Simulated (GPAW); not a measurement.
The system is ZnS.

```
CELL_PARAMETERS angstrom
0.00000 2.70200 2.70200
2.70200 0.00000 2.70200
2.70200 2.70200 0.00000
ATOMIC_POSITIONS crystal
Zn 0.75000 0.75000 0.75000
S 0.00000 0.00000 0.00000
```

- Program: GPAW 26.7.0
- Task: single point
- Functional: PBEsol
- Potentials or basis: PAW data sets generated in the run's folder for this functional
- Cutoff: 600 eV
- Basis: pw
- k mesh: 9 × 9 × 9
- Occupations: fermi-dirac, width 0.05 eV
- Spin: no spin polarisation

On this cell: pressure -2.0 GPa; largest force zero by symmetry; band gap on the k mesh 1.97 eV, direct.

The same run follows on a disturbed copy (atoms moved at random, drawn with an rms of 0.05 Å):

```
Zn S
1.0
     0.00000    2.70200    2.70200
     2.70200    0.00000    2.70200
     2.70200    2.70200    0.00000
Zn S
1 1
Cartesian
  4.0301 4.0193 4.0083
  0.0000 -0.0564 0.0076
```

**Question.** What changes?

**Answer.** The energy moves by +5.7 meV/atom; pressure -1.9 GPa; largest force 0.382 eV/Å; band gap on the k mesh 1.93 eV, direct.

Forces in eV/Å, atoms in the order of the input:
```
Zn   0.159 -0.158  0.310
S   -0.159  0.158 -0.310
```

Stress tensor (GPa, compression positive):
```
-1.83 -1.16  0.59
-1.16 -1.83 -0.59
 0.59 -0.59 -1.90
```

